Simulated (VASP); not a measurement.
# Cu3Au (Auricupride): single point with PBE

The system is Cu3Au (Auricupride).

```
CELL_PARAMETERS angstrom
3.74000 0.00000 0.00000
0.00000 3.74000 0.00000
0.00000 0.00000 3.74000
ATOMIC_POSITIONS crystal
Au 0.00000 0.00000 0.00000
Cu 0.50000 0.50000 0.00000
Cu 0.50000 0.00000 0.50000
Cu 0.00000 0.50000 0.50000
```

```yaml
Program: VASP 6.6.1
Task: single point
Functional: PBE
Potentials_or_basis: VASP PAW PBE potentials, release 64 (Au, Cu)
Cutoff: 520 eV
k_mesh: 7 × 7 × 7
Occupations: gaussian, width 0.011 eV
Spin: no spin polarisation
Further_INCAR_settings: ALGO = Normal; EDIFF = 1e-06; NBANDS = 30
```

- Pressure: 5.3 GPa
- Band gap on the k mesh: none (metal or under the smearing width)

Levels at points of the mesh, in eV from the Fermi level:
| k point | band 19 | band 20 | band 21 | band 22 | band 23 | band 24 | band 25 | band 26 |
| --- | --- | --- | --- | --- | --- | --- | --- | --- |
| (0.00, 0.00, 0.00) | -1.30 | -1.30 | -1.30 | 1.35 | 1.35 | 1.35 | 6.11 | 7.69 |

Run time: 39 s on 1 thread of Intel(R) Xeon(R) Platinum 8375C CPU @ 2.90GHz (Ice Lake), with other jobs on the host, peak memory 0.17 GiB.

Spin-orbit coupling is left out, which matters for the levels of Au.
